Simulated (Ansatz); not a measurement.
# 4-layer honeycomb SnTe (AB) in a perpendicular field, part 2 of 3

Aim: how the 4-layer honeycomb SnTe (AB) screens a field along its normal, and what the field does to its bands. A positive field points along +c.

Ansatz 0.2.0; plane-wave DFT, PBE-D3(BJ), Ansatz PAW.

So far. Step 2 (Relaxing the slab): The lattice constant a goes from 4.180 to 4.253 Å.

## (3) Single point, field 0, start network

A sawtooth potential applies the field, turning back in the middle of the vacuum. With the dipole correction the typed value is the field outside the slab. The induced dipole is small, so the SCF threshold is tight.

The cell differs from the one that the last finished run ended in (c 63.410 → 33.372 Å).

Input file input.yaml:

```yaml
crystal:
  lattice:
    - [4.2527440556, 0.0, 0.0]
    - [-2.1263720278, 3.682984388, 0.0]
    - [0.0, 0.0, 33.371970273]
  atoms:
    - { symbol: Te, position: [0.6666666667, 0.3333333333, 0.2696874031] }
    - { symbol: Sn, position: [0.3333333333, 0.6666666667, 0.3181507133] }
    - { symbol: Te, position: [0.0, 0.0, 0.3894668871] }
    - { symbol: Sn, position: [0.6666666667, 0.3333333333, 0.4397638953] }
    - { symbol: Te, position: [0.6666666667, 0.3333333333, 0.5487789647] }
    - { symbol: Sn, position: [0.3333333333, 0.6666666667, 0.5986414739] }
    - { symbol: Te, position: [0.0, 0.0, 0.6805103689] }
    - { symbol: Sn, position: [0.6666666667, 0.3333333333, 0.7303125969] }
kpoints:
  mp_grid: { grid: [12, 12, 1] }
  band_path:
    path: [[0, 0, 0], [0.5, 0, 0], [0.33333333, 0.33333333, 0], [0, 0, 0]]
    npoints: 16
hamiltonian:
  xc: pbe
  dispersion: d3bj
scf:
  occupations: { method: fermi_dirac, width: 0.02585 }
  convergence: { dr2_threshold: 1.0e-10 }
efield:
  axis: 3
  dipole_correction: true
  ramp_position: 0.97
  ramp_width: 0.06
  amplitude: 0
output:
  dos: { projected: true, e_range: [-6, 5] }
  bader: true
  write_potential: true
  write_density: true
  volumetric_format: npy
  elf: true
```

Started as:

```console
$ ansatz run input.yaml --threads 4 --pin off --max-ram 6144MiB --backend cpu --events-out ev --progress --plain --runs-dir out
```

Numbers of over 12 decimals in the logs are rounded to 6 here.

What it wrote:

```text
[...]
Crystal: 8 atoms, lattice volume = 522.698 Å³
Basis set: ecut = 420 eV, 10197 PW (Γ)
Bands: 72, of which v1, the nominal top of the filled ones, is band 60 counted from 1 (59 counted from 0)
Symmetry: 6 space group operations
[...]
k-points: 19 of 144 (time reversal used)
[...]
SCF iter   1: F=—  HF=-52020.694893 eV  |F-HF|=—  |Δ(HF+E_count)|=         —  Δρ=1.82e-3  dr2=4.75e-1  ethr=1.77e-3  p=0.066 e·Å  D=2.29e-2 V/Å  ΔV_dip=-0.77 eV  dr2_dipole=4.02e-1  V_vac-E_F(+/−)=3.50/4.26 eV  ⟨swp⟩=8.0  Hψ=5717  notcnv=0  defer=6
efield: sawtooth ramp at fractional position 0.9700 (set: `efield.ramp_position`, or a place that a band, a saddle search or an elastic batch's reference lends), width 0.0600; the density the first Hamiltonian is built on has a dipole p = 0.066 e·Å; the dipole correction subtracts the counter field D = 2.29e-2 V/Å, which shifts the + side's vacuum level by -0.77 eV against the − side's; the planar-averaged density in the ramp window peaks in size at 8.4e-6 e/Å³
[...]
SCF iter   2: F=—  HF=-52020.676917 eV  |F-HF|=—  |Δ(HF+E_count)|=   1.80e-2  Δρ=1.73e-3  dr2=1.00e-1  ethr=3.96e-4  p=0.111 e·Å  D=3.84e-2 V/Å  ΔV_dip=-1.28 eV  dr2_dipole=2.17e-2  V_vac-E_F(+/−)=3.39/4.67 eV  ⟨swp⟩=3.1  Hψ=2001  notcnv=0  defer=82
[...]
SCF iter  13: F=-52020.660497 eV  HF=-52020.660497 eV  |F-HF|=1.16e-10  |Δ(HF+E_count)|=  9.46e-11  Δρ=3.65e-8  dr2=1.67e-11  ethr=1.00e-12  p=0.112 e·Å  D=3.87e-2 V/Å  ΔV_dip=-1.29 eV  dr2_dipole=2.76e-13  V_vac-E_F(+/−)=3.32/4.62 eV  ⟨swp⟩=11.1  Hψ=4077  notcnv=0
[...]
SCF 1 converged in 13 iterations: F = -52020.660497 eV  dr2 = 1.67e-11
[...]
NSCF: frozen V_eff on 49 k-points
efield: sawtooth ramp at fractional position 0.9700 (kept from the solve that this one continues, or follows in the run), width 0.0600; the density the first Hamiltonian is built on has a dipole p = 0.112 e·Å; the dipole correction subtracts the counter field D = 3.87e-2 V/Å, which shifts the + side's vacuum level by -1.29 eV against the − side's; the planar-averaged density in the ramp window peaks in size at 2.4e-6 e/Å³
[...]
SCF converged after 13 iterations
Free energy (F): -52020.660497 eV
[...]
Internal energy: -52020.656008 eV  (E = F + TS)
E sigma→0 (E₀):  -52020.658252 eV
Entropy (-TS):   -0.004490 eV (-0.561 meV/atom)
Fermi energy:    2.641959 eV
Dipole field:    D = 0.038726 V/Å  (p = 0.111865 e·Å, saw-weighted, corrected)
Work function:   Φ+ = 3.3246 eV   Φ− = 4.6170 eV
Levels:          The Fermi level and band energies are counted from a zero that moves with the ramp; work functions are not
[...]
--- Band table (eV; the first three rows and the last of 19) ---
  k-point 0: bands = [... 56 lower, 1.5125, 1.5125, 1.7632, 2.6210, 2.8256, 3.5650, 4.2682, 4.2770, ... 8 higher]
  k-point 1: bands = [... 56 lower, 1.1370, 1.4290, 2.0360, 2.7810, 3.1111, 3.6714, 4.0321, 4.2495, ... 8 higher]
  k-point 2: bands = [... 56 lower, 1.0713, 1.2134, 1.9574, 2.3528, 3.1962, 3.6953, 4.0625, 4.4723, ... 8 higher]
  k-point 18: bands = [... 56 lower, 0.0550, 0.3234, 0.8246, 0.8337, 3.1286, 3.2930, 3.6932, 3.9708, ... 8 higher]
--- Bader charges: 8 sites ---
  site symbol  charge [e]  shift [e]
     0     Te     -0.4796     0.0000
     1     Sn      0.5711     0.0000
     2     Te     -0.5322     0.0000
     3     Sn      0.5061     0.0000
     4     Te     -0.5423     0.0000
     5     Sn      0.5527     0.0000
     6     Te     -0.5438     0.0000
     7     Sn      0.4680     0.0000
  estimated error of the sums over rays = 2.7e-4 e
```

Elapsed: 56 s, on 4 threads of Intel Xeon Platinum 8375C at 2.90GHz (Ice Lake), shared host; peak memory 2 GiB; 3.6 min of CPU time.

In the SCF lines HF is the Harris–Foulkes energy and dr2 the Hartree energy of the density residual, in eV; the loop may stop once dr2 is under the threshold and the program's other checks hold. Hψ counts applications of the Hamiltonian.

Numbers from this step:

* energy at zero smearing: -52020.6583 eV
* work function, upper face: 3.325 eV
* work function, lower face: 4.617 eV
* dipole along the normal: 0.1119 e·Å
* step between the vacuum levels: -1.292 eV

Running mean over a fixed 2.5 Å (it still follows the layers) of the planar mean; the ramp of the sawtooth is left out. The electron's electrostatic potential energy less the Fermi level by z:

z (Å), electron's electrostatic potential energy less the Fermi level (eV) and a bar from the least value:
```
      3.5       4.62 ##############################
      4.0       4.62 ##############################
      4.5       4.62 ##############################
      5.0       4.61 ##############################
      5.5       4.60 ##############################
      6.0       4.56 ##############################
      6.5       4.41 #############################
      7.0       3.78 ###########################
      7.5       2.74 ######################
      8.0       1.95 ###################
      8.5       0.50 #############
      9.0      -1.01 #######
      9.5      -1.57 ####
     10.0      -1.73 ####
     10.5      -1.93 ###
     11.0      -1.40 #####
     11.5      -0.91 #######
     12.0      -0.65 ########
     12.5      -0.98 #######
     13.0      -1.69 ####
     13.5      -2.04 ##
     14.0      -2.12 ##
     14.5      -2.27 #
     15.0      -1.24 ######
     15.5       0.21 ############
     16.0       1.10 ###############
     16.5       1.38 #################
     17.0       1.46 #################
     17.5       0.93 ###############
     18.0      -0.50 #########
     18.5      -1.66 ####
     19.0      -1.86 ###
     19.5      -2.13 ##
     20.0      -1.95 ###
     20.5      -0.92 #######
     21.0      -0.54 #########
     21.5      -0.38 #########
     22.0      -0.37 #########
     22.5      -1.38 #####
     23.0      -2.26 #
     23.5      -2.33 #
     24.0      -2.62 
     24.5      -2.08 ##
     25.0      -0.63 ########
     25.5       0.62 #############
     26.0       1.60 #################
     26.5       2.66 ######################
     27.0       3.13 ########################
     27.5       3.27 ########################
     28.0       3.31 #########################
     28.5       3.32 #########################
     29.0       3.32 #########################
     29.5       3.32 #########################
     30.0       3.32 #########################
```

The density of states has structure finer than the step of the table below, so its rows give means over 0.25 eV, whole bins alone (the curve runs from -6 to 1.99 eV). Peaks (eV: height): -4.480: 15.6, -3.460: 12.1, -2.990: 10.7, -2.610: 14.7, -2.140: 18.3, 1.390: 13.5, 1.610: 15.8.

Density of states against energy, zero at the Fermi level; means over each step:

```tsv
energy (eV)	density of states (states/eV a cell)
-5.75	0.371
-5.50	0
-5.25	0
-5.00	0
-4.75	0.539
-4.50	7.36
-4.25	4.15
-4.00	3.16
-3.75	4.89
-3.50	7.53
-3.25	6.08
-3.00	8.94
-2.75	8.39
-2.50	9.16
-2.25	7.83
-2.00	6.19
-1.75	6.20
-1.50	4.47
-1.25	2.84
-1.00	3.23
-0.75	2.61
-0.50	1.38
-0.25	0.512
0.00	1.59
0.25	3.30
0.50	5.59
0.75	4.30
1.00	3.57
1.25	6.41
1.50	7.55
1.75	8.75
```

Projected DOS per atom over height of the atomic layer and energy from the Fermi level. Layers: Te Sn Te Sn Te Sn Te Sn from below.

Values in states/eV, 22 rows by 8 columns, each cell a mean:
```
0.65 1.10 0.41 1.93 0.38 0.80 0.38 1.29
0.46 0.73 0.36 1.30 0.75 1.47 0.57 1.76
0.19 0.20 0.30 0.74 0.53 0.94 0.37 1.09
0.34 0.29 0.62 1.27 0.13 0.23 0.40 0.78
0.19 0.14 0.33 0.62 0.39 0.47 0.75 1.58
0.21 0.12 0.12 0.12 0.15 0.16 0.20 0.45
0.25 0.17 0.09 0.12 0.04 0.03 0.01 0.01
0.62 0.40 0.24 0.32 0.40 0.26 0.11 0.13
0.92 0.60 0.33 0.46 0.35 0.27 0.07 0.11
0.97 0.45 0.38 0.37 0.83 0.43 0.25 0.27
1.12 0.40 0.81 0.53 1.16 0.59 0.46 0.42
1.47 0.45 1.12 0.65 1.26 0.74 1.19 0.84
1.75 0.68 1.18 0.61 1.31 0.61 1.47 1.10
1.73 0.83 1.53 0.76 1.17 0.61 1.21 0.62
0.74 0.52 1.10 0.59 1.45 0.59 1.31 0.57
0.29 0.32 0.86 0.49 1.60 0.68 1.27 0.61
0.27 0.36 0.77 0.32 0.25 0.25 0.72 0.27
0.41 0.62 1.23 0.61 0.48 0.58 1.31 0.58
0.06 0.11 0.23 0.14 0.23 0.28 0.70 0.36
0.00 0.00 0.00 0.00 0.00 0.00 0.00 0.00
0.00 0.00 0.00 0.00 0.00 0.00 0.00 0.00
0.12 0.16 0.07 0.12 0.01 0.02 0.00 0.01
```
Columns: height of the atomic layer (Å) from 9 to 24.4 (not evenly spaced); rows upwards: energy from the Fermi level (eV) from -5.96 to 1.96.

The electronic bands at the labelled points (eV, zero at the Fermi level):

```tsv
point	band 57	band 58	band 59	band 60	band 61	band 62	band 63	band 64
Γ	-1.13	-1.13	-0.88	-0.02	0.18	0.92	1.63	1.64
halfway	-1.86	-1.69	-1.17	-0.70	0.34	0.75	1.27	1.91
M	-2.51	-2.13	-1.81	-1.18	0.03	0.30	0.97	1.29
halfway	-2.70	-2.04	-1.82	-1.20	0.25	0.62	1.15	1.47
K	-2.59	-2.32	-1.82	-1.81	0.49	0.65	1.05	1.33
halfway	-2.15	-1.66	-0.98	-0.63	0.51	0.88	1.46	1.61
Γ	-1.13	-1.13	-0.88	-0.02	0.18	0.92	1.63	1.64
```

Electrostatic potential energy in the ca plane at fractional y = 0.333, with atoms of Te and Sn within 0.2 Å of it. With pseudopotentials it is smooth inside the atoms' cores, unlike the true potential.

Ten even steps from '0' (-15 eV) to '9' (7 eV), each cell a mean:
```
99999999999999999864457888899888765446899987
99999999999999998501204789999998730101689973
99999999999999997149950689999998505981378850
99999999999999997079990589999997409994278850
99999999999999997239941689999998504971379860
99999999999999998610005789999998740002689974
99999999999999999875567888899888876557899998
99999999999999999998887777888877788888999999
99999999999999999999987666788766788899999999
99999999999999999999987666788766788899999999
99999999999999999988888777888877788788999999
```
Columns run along c (16.0 Å, from fractional 0.05 to 0.53 of the cell; values clipped at the 3rd and 97th percentile), rows up along a (4.3 Å). Atoms in or near the plane, at fractional coordinates: Te at (0.27, 0.67), Sn at (0.44, 0.67).

ELF in the ca plane at fractional y = 0.333, with atoms of Te and Sn within 0.2 Å of it. It is the smooth field of the valence electrons, not physical close to the nuclei.

Ten even steps from '0' (0.00) to '9' (0.80), each cell a mean:
```
00000000000001368987777532112356544446631268
00000000000013689875457742000123333345652488
00000000000024799741035652000012231013553586
00000000000024799730015652000012230002553586
00000000000024799851135752000012232014552587
00000000000013589975567642100133433345652488
00000000000001357887777533212456644446631268
00000000000000012455554433324677764333210024
00000000000000000011223334434677764210000000
00000000000000000011223334434677764211000001
00000000000000023566665433323577754344310135
```
Columns run along c (16.0 Å, from fractional 0.05 to 0.53 of the cell), rows up along a (4.3 Å). Atoms in or near the plane, at fractional coordinates: Te at (0.27, 0.67), Sn at (0.44, 0.67).

Valence density in the ca plane at fractional y = 0.333, with atoms of Te and Sn within 0.2 Å of it. It is the smooth field of the valence electrons, not physical close to the nuclei.

Ten steps, logarithmic in the rise over the least value, from '0' (0 e/Å³) to '9' (14 e/Å³), each cell a mean:
```
00000000000000000122222111000111112221100011
00000000000000001235542210000001124553210113
00000000000000001368973210000001247885211124
00000000000000002479984210000001258996311124
00000000000000001368863210000001146875211124
00000000000000001234432110000001124443110012
00000000000000000122222111000111112221100001
00000000000000000001111111111112111110000000
00000000000000000000011111111122211000000000
00000000000000000000011111111122211000000000
00000000000000000011111111111112111110000000
```
Columns run along c (16.0 Å, from fractional 0.05 to 0.53 of the cell), rows up along a (4.3 Å). Atoms in or near the plane, at fractional coordinates: Te at (0.27, 0.67), Sn at (0.44, 0.67).

The work function of the upper face is 3.32 eV.

## (4) Single point, field 0.05 V/Å

input.yaml: that of step 3 with these lines changed.

```diff
@@ -30,6 +30,4 @@
   ramp_width: 0.06
-  amplitude: 0
+  amplitude: 0.05
 output:
-  dos: { projected: true, e_range: [-6, 5] }
-  bader: true
   write_potential: true
@@ -37,2 +35 @@
   volumetric_format: npy
-  elf: true
```

What it wrote:

```text
[...]
Crystal: 8 atoms, lattice volume = 522.698 Å³
Basis set: ecut = 420 eV, 10197 PW (Γ)
Bands: 72, of which v1, the nominal top of the filled ones, is band 60 counted from 1 (59 counted from 0)
Symmetry: 6 space group operations
[...]
k-points: 19 of 144 (time reversal used)
[...]
k-point 0: bands = [... 56 lower, 1.5115, 1.5115, 1.7672, 2.6237, 2.8316, 3.5670, 4.2727, 4.2823, ... 8 higher]
  k-point 1: bands = [... 56 lower, 1.1385, 1.4280, 2.0401, 2.7801, 3.1224, 3.6738, 4.0369, 4.2500, ... 8 higher]
  k-point 2: bands = [... 56 lower, 1.0746, 1.2127, 1.9611, 2.3520, 3.2070, 3.6970, 4.0697, 4.4737, ... 8 higher]
  k-point 18: bands = [... 56 lower, 0.0600, 0.3275, 0.8241, 0.8342, 3.1369, 3.2981, 3.6947, 3.9717, ... 8 higher]
[key lines of the parts left out:]
SCF converged after 20 iterations
Free energy (F): -52020.668050 eV
Fermi energy:    2.646489 eV
Dipole field:    D = 0.065856 V/Å  (p = 0.190232 e·Å, saw-weighted, corrected)
```

The job ended after 48 s (4 threads; peak memory 1.8 GiB).

The dipole is 0.190 e·Å, 0.0784 e·Å from its value without field.

## (5) Single point, field -0.05 V/Å

input.yaml: that of step 4 with these lines changed.

```diff
@@ -30,3 +30,3 @@
   ramp_width: 0.06
-  amplitude: 0.05
+  amplitude: -0.05
 output:
```

What it wrote:

```text
[...]
Crystal: 8 atoms, lattice volume = 522.698 Å³
Basis set: ecut = 420 eV, 10197 PW (Γ)
Bands: 72, of which v1, the nominal top of the filled ones, is band 60 counted from 1 (59 counted from 0)
Symmetry: 6 space group operations
[...]
k-points: 19 of 144 (time reversal used)
[...]
k-point 0: bands = [... 56 lower, 1.5130, 1.5130, 1.7589, 2.6174, 2.8198, 3.5626, 4.2636, 4.2716, ... 8 higher]
  k-point 1: bands = [... 56 lower, 1.1352, 1.4294, 2.0316, 2.7814, 3.0996, 3.6685, 4.0270, 4.2485, ... 8 higher]
  k-point 2: bands = [... 56 lower, 1.0678, 1.2137, 1.9534, 2.3532, 3.1852, 3.6933, 4.0549, 4.4703, ... 8 higher]
  k-point 18: bands = [... 56 lower, 0.0498, 0.3190, 0.8247, 0.8329, 3.1203, 3.2876, 3.6913, 3.9695, ... 8 higher]
[key lines of the parts left out:]
SCF converged after 19 iterations
Free energy (F): -52020.656865 eV
Fermi energy:    2.637248 eV
Dipole field:    D = 0.011574 V/Å  (p = 0.033432 e·Å, saw-weighted, corrected)
```

The job ended after 47 s (4 threads; peak memory 1.7 GiB; 3 min of CPU time).

The dipole is 0.0334 e·Å, -0.0784 e·Å from its value without field.

## (6) Atoms held, field 0.1 V/Å

input.yaml: that of step 5 with these lines changed.

```diff
@@ -30,3 +30,3 @@
   ramp_width: 0.06
-  amplitude: -0.05
+  amplitude: 0.1
 output:
```

What it wrote:

```text
[...]
Crystal: 8 atoms, lattice volume = 522.698 Å³
Basis set: ecut = 420 eV, 10197 PW (Γ)
Bands: 72, of which v1, the nominal top of the filled ones, is band 60 counted from 1 (59 counted from 0)
Symmetry: 6 space group operations
[...]
k-points: 19 of 144 (time reversal used)
[...]
k-point 0: bands = [... 56 lower, 1.5099, 1.5099, 1.7709, 2.6256, 2.8378, 3.5686, 4.2770, 4.2875, ... 8 higher]
  k-point 1: bands = [... 56 lower, 1.1397, 1.4265, 2.0440, 2.7786, 3.1336, 3.6758, 4.0417, 4.2500, ... 8 higher]
  k-point 2: bands = [... 56 lower, 1.0776, 1.2113, 1.9646, 2.3506, 3.2176, 3.6982, 4.0768, 4.4745, ... 8 higher]
  k-point 18: bands = [... 56 lower, 0.0650, 0.3315, 0.8230, 0.8343, 3.1451, 3.3031, 3.6958, 3.9722, ... 8 higher]
[key lines of the parts left out:]
SCF converged after 20 iterations
Free energy (F): -52020.679519 eV
Fermi energy:    2.650886 eV
Dipole field:    D = 0.092954 V/Å  (p = 0.268509 e·Å, saw-weighted, corrected)
```

Run time: 39 s. Hardware: 4 threads; peak memory 1.7 GiB; 2.6 min of CPU time.

The dipole is 0.269 e·Å, 0.157 e·Å from its value without field.

## (7) Single point, field 0.2 V/Å

input.yaml: that of step 6 with these lines changed.

```diff
@@ -30,3 +30,3 @@
   ramp_width: 0.06
-  amplitude: 0.1
+  amplitude: 0.2
 output:
```

What it wrote:

```text
[...]
Crystal: 8 atoms, lattice volume = 522.698 Å³
Basis set: ecut = 420 eV, 10197 PW (Γ)
Bands: 72, of which v1, the nominal top of the filled ones, is band 60 counted from 1 (59 counted from 0)
Symmetry: 6 space group operations
[...]
k-points: 19 of 144 (time reversal used)
[...]
k-point 0: bands = [... 56 lower, 1.5047, 1.5047, 1.7774, 2.6268, 2.8512, 3.5704, 4.2857, 4.2978, ... 8 higher]
  k-point 1: bands = [... 56 lower, 1.1410, 1.4215, 2.0508, 2.7738, 3.1559, 3.6785, 4.0510, 4.2483, ... 8 higher]
  k-point 2: bands = [... 56 lower, 1.0827, 1.2066, 1.9710, 2.3462, 3.2384, 3.6993, 4.0903, 4.4745, ... 8 higher]
  k-point 18: bands = [... 56 lower, 0.0748, 0.3394, 0.8189, 0.8332, 3.1614, 3.3126, 3.6965, 3.9716, ... 8 higher]
[key lines of the parts left out:]
SCF converged after 19 iterations
Free energy (F): -52020.714188 eV
Fermi energy:    2.659481 eV
Dipole field:    D = 0.147068 V/Å  (p = 0.424822 e·Å, saw-weighted, corrected)
```

Elapsed: 38 s, on 4 threads; peak memory 1.8 GiB.

The dipole is 0.425 e·Å, 0.313 e·Å from its value without field.

## (8) Atoms held, field 0.3 V/Å

input.yaml: that of step 7 with these lines changed.

```diff
@@ -30,4 +30,6 @@
   ramp_width: 0.06
-  amplitude: 0.2
+  amplitude: 0.3
 output:
+  dos: { projected: true, e_range: [-6, 5] }
+  bader: true
   write_potential: true
@@ -35 +37,2 @@
   volumetric_format: npy
+  elf: true
```

What it wrote:

```text
[...]
Crystal: 8 atoms, lattice volume = 522.698 Å³
Basis set: ecut = 420 eV, 10197 PW (Γ)
Bands: 72, of which v1, the nominal top of the filled ones, is band 60 counted from 1 (59 counted from 0)
Symmetry: 6 space group operations
[...]
k-points: 19 of 144 (time reversal used)
[...]
--- Bader charges: 8 sites ---
  site symbol  charge [e]  shift [e]
     0     Te     -0.5066     0.0000
     1     Sn      0.5744     0.0000
     2     Te     -0.5353     0.0000
     3     Sn      0.5082     0.0000
     4     Te     -0.5442     0.0000
     5     Sn      0.5557     0.0000
     6     Te     -0.5498     0.0000
     7     Sn      0.4978     0.0000
  estimated error of the sums over rays = 2.4e-4 e
[key lines of the parts left out:]
SCF converged after 19 iterations
Free energy (F): -52020.764471 eV
Fermi energy:    2.668082 eV
Dipole field:    D = 0.201058 V/Å  (p = 0.580778 e·Å, saw-weighted, corrected)
```

The job ended after 78 s (4 threads; peak memory 2 GiB; 4.5 min of CPU time).

The dipole is 0.581 e·Å, 0.469 e·Å from its value without field.

[end of part 2 of 3]

[Logs are printed without paths, hosts, clocks, repeated set-up lines and the standing remarks that a program may print on its own settings, such as how far it seeks lower states.]

[Hosts, paths, dates, database ids (printed as entryN), source tags and the programs' standing remarks are cut or masked in the printed files.]

[Maps of the electrostatic potential energy from Ansatz leave out the sawtooth potential of an applied field or a dipole correction, so their vacuum need not be flat; planar profiles and work functions include it.]

[The density of states shown here was stored with 400 of the rows of the run's finer table, so its peaks can read low, often by over a quarter, or be missed, and its means over a window can be off by a tenth or more.]
